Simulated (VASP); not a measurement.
Crystal: Si.

```
CELL_PARAMETERS angstrom
4.12095 0.00000 0.00000
-2.06047 3.56885 0.00000
0.00000 0.00000 2.65479
ATOMIC_POSITIONS crystal
Si 0.33333 0.66667 0.50000
Si 0.66667 0.33333 0.50000
```

The cell was built by a generator and needn't be a form met in nature.

* Program: VASP 6.6.1
* Task: relaxation of cell and atoms
* Functional: LDA
* Potentials or basis: VASP PAW LDA potentials, release 64 (Si)
* Cutoff: 600 eV
* k mesh: 8 × 8 × 10
* Occupations: fermi-dirac, width 0.05 eV
* Spin: no spin polarisation

At the start: pressure -3.2 GPa; volume 19.52 Å³/atom.

Task: Where does the relaxation end?

Result: Over 6 steps the energy falls by 7.5 meV/atom and the volume is 18.81 Å³/atom (-3.7 %); space group P6/mmm (No. 191, to 0.05 Å).

The path:
| step | energy change (eV) | largest force (eV/Å) | pressure (GPa) | volume (Å³) |
| --- | --- | --- | --- | --- |
| 1 | 0.0000 | 0.0005 | -3.16 | 39.04 |
| 2 | -0.0114 | 0.0003 | 1.72 | 36.91 |
| 3 | -0.0149 | 0.0000 | 0.02 | 37.59 |
| 4 | -0.0149 | 0.0000 | -0.06 | 37.61 |
| 5 | -0.0150 | 0.0001 | -0.07 | 37.62 |
| 6 | -0.0150 | 0.0001 | -0.07 | 37.62 |

Final structure:
```cif
data_structure
_symmetry_space_group_name_H-M 'P 1'
_symmetry_Int_Tables_number 1
_cell_length_a 4.0746
_cell_length_b 4.0746
_cell_length_c 2.6162
_cell_angle_alpha 90.000
_cell_angle_beta 90.000
_cell_angle_gamma 119.999
_cell_volume 37.62
loop_
_atom_site_label
_atom_site_type_symbol
_atom_site_fract_x
_atom_site_fract_y
_atom_site_fract_z
_atom_site_occupancy
Si1 Si 0.33333 0.66667 0.50000 1
Si2 Si 0.66667 0.33333 0.50000 1
```
